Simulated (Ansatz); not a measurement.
Crystal: C.

```
CELL_PARAMETERS angstrom
2.52210 0.00000 0.00000
-1.26105 2.18420 0.00000
0.00000 0.00000 12.35570
ATOMIC_POSITIONS crystal
C 0.66667 0.33333 0.35417
C 0.33333 0.66667 0.85417
C 0.66667 0.33333 0.14583
C 0.33333 0.66667 0.64583
C 0.66667 0.33333 0.47917
C 0.33333 0.66667 0.97917
C 0.66667 0.33333 0.02083
C 0.33333 0.66667 0.52083
C 0.00000 0.00000 0.81250
C 0.00000 0.00000 0.31250
C 0.00000 0.00000 0.68750
C 0.00000 0.00000 0.18750
```

This is a hexagonal form of diamond, not graphite.

* Program: Ansatz 0.2.0
* Task: single point
* Functional: PBE
* Potentials or basis: Ansatz PAW
* Cutoff: 420 eV (not typed: the program's choice for these potentials)
* k mesh: 12 × 12 × 3
* Occupations: fermi-dirac, width 0.05 eV
* Spin: no spin polarisation

On this cell: pressure 2.1 GPa; largest force 0.331 eV/Å; band gap on the k mesh 4.39 eV, indirect (least direct gap 5.31 eV).

The same run follows on a disturbed copy (atoms moved at random, drawn with an rms of 0.05 Å):

```
CELL_PARAMETERS angstrom
2.52210 0.00000 0.00000
-1.26105 2.18420 0.00000
0.00000 0.00000 12.35570
ATOMIC_POSITIONS crystal
C 0.65180 0.34143 0.35670
C 0.34464 0.67693 0.85167
C 0.66757 0.34422 0.14638
C 0.32935 0.66092 0.64744
C 0.67704 0.34422 0.47963
C 0.32873 0.66333 0.97839
C 0.63583 0.31801 0.02130
C 0.31992 0.67631 0.52207
C 0.99972 0.01464 0.81264
C 0.98091 0.98709 0.31766
C 0.99786 0.99593 0.68315
C 0.99394 0.01655 0.18348
```

What changes?

The energy moves by +39.5 meV/atom; pressure 3.6 GPa; largest force 2.930 eV/Å; band gap on the k mesh 3.88 eV, indirect (least direct gap 4.58 eV).

Forces on the atoms (eV/Å):
```
C    0.830 -1.540  0.192
C   -1.272  0.065  1.479
C   -1.119  0.088 -1.333
C   -0.207  0.361 -2.318
C   -2.151 -0.291  0.823
C   -1.245 -0.497  0.145
C    1.710  1.076 -0.764
C    2.040  0.031 -0.320
C    1.201 -0.509 -0.977
C   -0.448  1.952 -2.066
C   -0.237  0.121  2.485
C    0.898 -0.857  2.654
```

Stress tensor (GPa, compression positive):
```
 1.04  0.00  0.34
 0.00  1.62 -0.27
 0.34 -0.27  8.15
```

Caveats: odd divisions of the mesh miss points on the zone boundary, where band edges often lie, so the gap on the mesh can be too wide.

A k mesh can miss the band edges.
